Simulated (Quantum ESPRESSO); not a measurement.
A calculation with Quantum ESPRESSO 7.5 of Ga (ASE script, structure typed inline):

The input run.py:

```python
import numpy as np
from ase.calculators.espresso import Espresso, EspressoProfile
from ase import Atoms

atoms = Atoms(['Ga', 'Ga'],
              cell=[[2.7784220849, 0.0, 0.0], [0.0, 3.28160879, 0.0], [-1.3434310986, 0.0, 3.9902731763]],
              scaled_positions=[[0.13459627, 0.75, 0.77016683], [0.86540373, 0.25, 0.22983317]],
              pbc=True)

input_data = {
    'control': {'calculation': 'scf', 'prefix': 'pwscf', 'outdir': './tmp', 'tprnfor': True, 'tstress': True, 'disk_io': 'nowf'},
    'system': {'ecutwfc': 56.0, 'ecutrho': 448.0, 'nbnd': 27, 'occupations': 'smearing', 'smearing': 'fd', 'degauss': 0.00367493},
    'electrons': {'conv_thr': 4e-10, 'electron_maxstep': 120, 'mixing_beta': 0.5},
}
pseudopotentials = {'Ga': 'ga_pbesol_v1.4.uspp.F.UPF'}
profile = EspressoProfile(command='mpirun -n 2 pw.x -nk 2', pseudo_dir='pseudo')
dft = Espresso(profile=profile, input_data=input_data, pseudopotentials=pseudopotentials, kpts=(10, 8, 7), koffset=(0, 0, 0))
atoms.calc = dft

print(f'energy {atoms.get_potential_energy():.8f} eV')
print('forces (eV/A)')
print(np.round(atoms.get_forces(), 6))
print('stress (eV/A^3, Voigt)')
print(np.round(atoms.get_stress(), 8))
print(f'Fermi level {dft.get_fermi_level():.4f} eV')
```

Potentials or basis: GBRV 1.5 PBEsol.

Launch:

```sh
$ OMP_NUM_THREADS=1 python run.py
```

This isn't the form of Ga at room conditions, which is orthorhombic.

Write the same calculation in another form: native input, structure typed inline.

As run:

Contents of pw.in:

```
&CONTROL
  calculation = 'scf'
  prefix = 'pwscf'
  outdir = './tmp'
  pseudo_dir = './pseudo'
  tprnfor = .true.
  tstress = .true.
  disk_io = 'low'
/
&SYSTEM
  ibrav = 0
  celldm(1) = 8
  nat = 2
  ntyp = 1
  ecutwfc = 56
  ecutrho = 448
  nbnd = 27
  occupations = 'smearing'
  smearing = 'fd'
  degauss = 0.00367493
/
&ELECTRONS
  conv_thr = 4d-10
  electron_maxstep = 120
  mixing_beta = 0.5
/
ATOMIC_SPECIES
Ga    69.7230 ga_pbesol_v1.4.uspp.F.UPF
CELL_PARAMETERS alat
  0.6563070998841   0.0000000000000   0.0000000000000
  0.0000000000000   0.7751677326581   0.0000000000000
 -0.3173396054574   0.0000000000000   0.9425654332059
ATOMIC_POSITIONS crystal
Ga     0.1345962700    0.7500000000    0.7701668300
Ga     0.8654037300    0.2500000000    0.2298331700
K_POINTS automatic
10 8 7 0 0 0
```

File pp_density.in:

```
&INPUTPP
  prefix = 'pwscf'
  outdir = './tmp'
  filplot = 'density.dat'
  plot_num = 0
/
&PLOT
  nfile = 1
  filepp(1) = 'density.dat'
  iflag = 3
  output_format = 6
  fileout = 'density.cube'
/
```

The input pp_potential.in:

```
&INPUTPP
  prefix = 'pwscf'
  outdir = './tmp'
  filplot = 'potential.dat'
  plot_num = 11
/
&PLOT
  nfile = 1
  filepp(1) = 'potential.dat'
  iflag = 3
  output_format = 6
  fileout = 'potential.cube'
/
```

Potentials or basis: GBRV 1.5 PBEsol.

The run is started by

```sh
$ OMP_NUM_THREADS=1 mpirun -n 2 pw.x -nk 2 -in pw.in > pw.out
$ OMP_NUM_THREADS=1 mpirun -n 1 pp.x -in pp_density.in > pp_density.out
$ OMP_NUM_THREADS=1 mpirun -n 1 pp.x -in pp_potential.in > pp_potential.out
```

Both were run:

|  | ASE script, structure typed inline | native input, structure typed inline |
| --- | --- | --- |
| Pressure | -0.6 GPa | -0.6 GPa |
| Largest force | 0.074 eV/Å | 0.074 eV/Å |
| Band gap on the k mesh | none (metal or under the smearing width) | none (metal or under the smearing width) |

Keys that steer only the numerical path or the files written may differ.
